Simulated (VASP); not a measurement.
Te: equation of state with PBEsol

The system is Te.

```
Te
1.0
     4.45400    0.00000    0.00000
    -2.22700    3.85728    0.00000
     0.00000    0.00000    5.92400
Te
3
Direct
  0.73100 0.73100 0.00000
  0.00000 0.26900 0.66667
  0.26900 0.00000 0.33333
```

| Item | Value |
| --- | --- |
| Program | VASP 6.6.1 |
| Task | equation of state |
| Functional | PBEsol |
| Potentials or basis | VASP PAW PBE potentials, release 64 (Te) |
| Cutoff | 520 eV |
| k mesh | 7 × 7 × 5 |
| Occupations | fermi-dirac, width 0.05 eV |
| Spin | no spin polarisation |
| Ladder | free |
| Further INCAR settings | ALGO = Normal; EDIFF = 1e-07; NBANDS = 16 |

```yaml
Equilibrium_volume: 33.34 Å³/atom
Bulk_modulus_at_fixed_shape_and_positions: 52 GPa
Pressure_derivative_of_the_bulk_modulus: 4.7
```

Energy against volume, from the lowest point:
| volume (Å³/atom) | energy (meV/atom) |
| --- | --- |
| 31.890 | 11.06 |
| 32.568 | 2.98 |
| 33.247 | 0.00 |
| 33.925 | 1.58 |
| 34.604 | 7.21 |
| 35.282 | 16.45 |
| 35.961 | 28.91 |

All runs of the series together: 4.6 min on 1 thread of Intel(R) Xeon(R) Platinum 8488C (Sapphire Rapids), on a shared host.

Caveat: the cell was scaled at fixed shape and fractional positions, which overstates the stiffness of a crystal with free parameters, most of all of layers and chains; the PAW data sets were made with another functional, which shifts forces and pressure a little. The run has no spin-orbit coupling, so splittings on Te are missing.
